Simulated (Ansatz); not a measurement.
Na (dhcp): energy against volume

Level of theory: DFT, revPBE, plane waves (420 eV) with PAW, scalar-relativistic (Ansatz). (PAW data from PBE, frozen cores regenerated.)

The cell is scaled uniformly from the relaxed one, with fractional coordinates and shape fixed. Energies are extrapolated to zero smearing, pressures are those at the given smearing. Magnetic state: spin not included.

A Birch-Murnaghan fit gives V₀ = 39.45 Å³/atom, B₀ = 6.9 GPa, B₀′ = 3.6.

(1) What are the energy above the minimum and the pressure at 34.676 Å³/atom?

(2) What are the energy above the minimum and the pressure at 36.252 Å³/atom?

(3) What are the energy above the minimum and the pressure at 40.981 Å³/atom?

Results:

(1) 15.3 meV/atom and 1.15 GPa as computed.

(2) 6.4 meV/atom and 0.70 GPa as computed.

(3) 1.2 meV/atom and -0.23 GPa as computed.
